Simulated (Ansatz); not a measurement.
## Quadrupolar parameters in Al2O3

The cell is a Materials Project structure (computed, not necessarily an observed phase), taken as it stands.

Space group P-31c (No. 163); a = 4.7931, c = 8.9666 Å, γ = 120.00°.

| site | Wyckoff | site symmetry | x | y | z |
| --- | --- | --- | --- | --- | --- |
| Al1 | 4f | 3.. | 0.3333 | 0.6667 | 0.9628 |
| Al2 | 2c | 3.2 | 0.3333 | 0.6667 | 0.2500 |
| Al3 | 2b | -3.. | 0.0000 | 0.0000 | 0.0000 |
| O | 12i | 1 | 0.0318 | 0.6766 | 0.1120 |

One atom of each set is listed.

The numbers come from a DFT calculation in Ansatz (PBE, plane waves and PAW, scalar-relativistic, 420 eV cutoff, Γ-centred 6×6×3 k-points, Fermi–Dirac smearing 0.02 eV).

V_zz is the principal component of the electric field gradient with the largest magnitude, η = (V_xx − V_yy)/V_zz and C_Q = eQV_zz/h. ν_Q = 3|C_Q|/[2I(2I − 1)].

Al-27: I = 5/2, Q = 146.6 mb; ¹⁷O: I = 5/2, Q = -25.58 mb. Nuclear quadrupole moments: year-2017 set (Pyykkö).

```csv
site,atoms,first shell,C_Q (MHz),η,ν_Q (MHz)
Al1,4,6 O at 1.83–1.99 Å,6.24,0.00,0.937
Al2,2,6 O at 1.92 Å,-3.44,0.00,0.516
Al3,2,6 O at 1.92 Å,1.70,0.00,0.254
O,12,4 Al at 1.83–1.99 Å; also 1 Al at 3.17 Å,1.97,0.74,0.296
```

An axis of threefold or higher order runs through Al1, Al2 and Al3, so V_zz lies along it and η is zero.

At this cell the PBE pressure is 8 GPa, so with PBE the cell would grow if it were relaxed. The entry's cell may itself be off. The largest force is 0.3 eV/Å, so the atoms aren't at the calculated equilibrium and relaxing them would move these values.
